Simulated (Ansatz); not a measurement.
## Ligand exchange: C3H8 + GeH(NH2)3 → C3H9N + GeH2(NH2)2

Species: C3H8 `CCC`, singlet; GeH(NH2)3, singlet; C3H9N (propylamine) `CCCN`, singlet; GeH2(NH2)2, singlet. The partners trade H for NH2: C–H and Ge–NH2 bonds give way to C–NH2 and Ge–H.

Shapes, held fixed at every level: PBE0-D4/def2-TZVP. Flexible molecules stand in one conformer, not always the lowest. Programs: Ansatz 0.2.0. Electronic energies: no zero-point or thermal term.

```json
{"level": "r2SCAN-D4/def2-TZVPP", "kind": "meta-GGA", "ΔE (kJ/mol)": "+95.3", "less CCSD(T)/def2-TZVPP": "-2.5", "CPU time (sum over the molecules)": "45 s"}
{"level": "B3LYP-D4/def2-TZVPP", "kind": "global hybrid", "ΔE (kJ/mol)": "+93.6", "less CCSD(T)/def2-TZVPP": "-4.2", "CPU time (sum over the molecules)": "43 s"}
{"level": "PBE0-D4/def2-TZVPP", "kind": "global hybrid", "ΔE (kJ/mol)": "+90.8", "less CCSD(T)/def2-TZVPP": "-7.0", "CPU time (sum over the molecules)": "30 s"}
{"level": "wB97M-V/def2-TZVPP", "kind": "range-separated hybrid", "ΔE (kJ/mol)": "+94.5", "less CCSD(T)/def2-TZVPP": "-3.3", "CPU time (sum over the molecules)": "99 s"}
{"level": "wB97X-V/def2-TZVPP", "kind": "range-separated hybrid", "ΔE (kJ/mol)": "+92.6", "less CCSD(T)/def2-TZVPP": "-5.2", "CPU time (sum over the molecules)": "77 s"}
{"level": "MP2/def2-TZVPP", "kind": "perturbation theory", "ΔE (kJ/mol)": "+103.4", "less CCSD(T)/def2-TZVPP": "+5.6", "CPU time (sum over the molecules)": "–"}
{"level": "CCSD/def2-TZVPP", "kind": "coupled cluster or CI", "ΔE (kJ/mol)": "+97.8", "less CCSD(T)/def2-TZVPP": "0.0", "CPU time (sum over the molecules)": "–"}
{"level": "CCSD(T)/def2-TZVPP", "kind": "coupled cluster or CI", "ΔE (kJ/mol)": "+97.8", "less CCSD(T)/def2-TZVPP": "0.0", "CPU time (sum over the molecules)": "17 min"}
```

The highest level, CCSD(T)/def2-TZVPP, gives ΔE = +97.8 kJ/mol; the levels span +90.8 to +103.4. The column of differences is taken from that level and isn't an error. No measured value is set beside it here. Relativity is left out for Ge. Outer-core shells of Ge are correlated in most correlated rows, in sets that cover them unevenly. Times are processor times on shared x86 and Arm servers, and rough.
